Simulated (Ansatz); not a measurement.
**ZrS2: computed DOS**

```
CELL_PARAMETERS angstrom
3.63000 0.00000 0.00000
-1.81500 3.14367 0.00000
0.00000 0.00000 5.85000
ATOMIC_POSITIONS crystal
Zr 0.00000 0.00000 0.00000
S 0.33333 0.66667 0.24920
S 0.66667 0.33333 0.75080
```

The cell is COD entry 5910006, as deposited and not checked against the literature; nothing was relaxed.

All numbers below come from Ansatz 0.2.0, DFT, PBEsol, all-electron LAPW, scalar-relativistic.

Sampling and basis: a Γ-centred 10×10×5 k mesh, Fermi–Dirac smearing of 0.01 eV, basis error target 1 meV/atom, no spin polarisation.

States per eV and cell, averaged over 0.6 eV, from -12.4 to 3.6 eV, with energies (bin centres) from the valence-band top; empty bins are left out. The partial columns, the largest 5 alone, are projections on Löwdin-orthogonalised atomic shells (those that the program's projection atoms carry: the occupied ones and, for some elements, an empty d or f shell; other empty shells have no column), summed over atoms of an element. Weights on diffuse s and p shells depend on that basis and aren't pure angular character.

| E (eV) | total | S 3p | Zr 4d | S 3s | Zr 5s | Zr 4p |
| --- | --- | --- | --- | --- | --- | --- |
| -12.2 | 1.05 | 0.02 | 0.03 | 0.75 | 0.24 | 0.01 |
| -11.6 | 5.10 | 0.05 | 0.55 | 4.29 | 0.15 | 0.06 |
| -11.0 | 0.32 | 0.00 | 0.01 | 0.30 | 0.00 | 0.01 |
| -4.4 | 1.14 | 0.73 | 0.28 | 0.02 | 0.09 | 0.00 |
| -3.8 | 3.00 | 2.10 | 0.69 | 0.05 | 0.11 | 0.02 |
| -3.2 | 2.71 | 1.91 | 0.60 | 0.07 | 0.08 | 0.02 |
| -2.6 | 4.53 | 3.03 | 1.30 | 0.07 | 0.05 | 0.02 |
| -2.0 | 2.86 | 2.14 | 0.56 | 0.09 | 0.02 | 0.02 |
| -1.4 | 3.17 | 2.71 | 0.33 | 0.04 | 0.01 | 0.03 |
| -0.8 | 2.09 | 1.85 | 0.17 | 0.02 | 0.00 | 0.01 |
| -0.2 | 0.51 | 0.47 | 0.03 | 0.00 | 0.00 | 0.00 |
| 1.0 | 0.78 | 0.18 | 0.55 | 0.01 | 0.01 | 0.00 |
| 1.6 | 2.35 | 0.44 | 1.78 | 0.02 | 0.03 | 0.00 |
| 2.2 | 1.25 | 0.26 | 0.93 | 0.00 | 0.01 | 0.00 |
| 2.8 | 2.24 | 0.50 | 1.65 | 0.01 | 0.01 | 0.00 |
| 3.4 | 3.38 | 0.43 | 2.80 | 0.01 | 0.08 | 0.00 |

Which of the resolved shells contributes most in the top eV of the valence band?

S 3p, with 91 % of all states there; Zr 4d follows with 7 %.

Where is the centre of the filled Zr 4d states between -14 eV and the top of the filled states?

-3.93 eV from the valence-band top.
